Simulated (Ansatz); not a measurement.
The system is AlN.

```
CELL_PARAMETERS angstrom
3.11300 0.00000 0.00000
-1.55650 2.69594 0.00000
0.00000 0.00000 4.98100
ATOMIC_POSITIONS crystal
Al 0.66667 0.33333 0.50000
Al 0.33333 0.66667 0.00000
N 0.66667 0.33333 0.88000
N 0.33333 0.66667 0.38000
```

- Program: Ansatz 0.2.0
- Task: relaxation of cell and atoms
- Functional: RPBE
- Potentials or basis: Ansatz PAW
- Cutoff: 420 eV (not typed: the program's choice for these potentials)
- k mesh: 7 × 7 × 5
- Occupations: fermi-dirac, width 0.05 eV
- Spin: no spin polarisation

At the start: volume 10.45 Å³/atom.

Problem. How do energy, volume and symmetry change on relaxing?

Solution. It ends after 8 steps and the volume is 10.84 Å³/atom (+3.7 %); space group P6_3mc (No. 186, to 0.05 Å).

The path:
```tsv
step	energy change (eV)	largest force (eV/Å)	volume (Å³)
1	0.0000	0.1380	41.80
2	-0.0243	0.0938	42.57
3	-0.0311	0.0333	43.29
4	-0.0311	0.0058	43.31
5	-0.0311	0.0004	43.32
6	-0.0361	0.0004	43.32
7	-0.0360	0.0007	43.36
8	-0.0362	0.0007	43.36
```

Final structure:
```
Al N
1.0
     3.14911    0.00000    0.00000
    -1.57455    2.72721    0.00000
     0.00000    0.00000    5.04929
Al N
2 2
Direct
  0.66667 0.33333 0.49924
  0.33333 0.66667 0.99924
  0.66667 0.33333 0.88076
  0.33333 0.66667 0.38076
```

Caveat: the plane-wave basis is chosen anew once the cell has moved, so the energies of steps on either side of that aren't comparable; the pressure holds a Pulay correction of +0.4 GPa for the finite cutoff; the PAW data sets come from PBE, with cores solved anew for the run's functional, which leaves a small shift of forces and pressure.
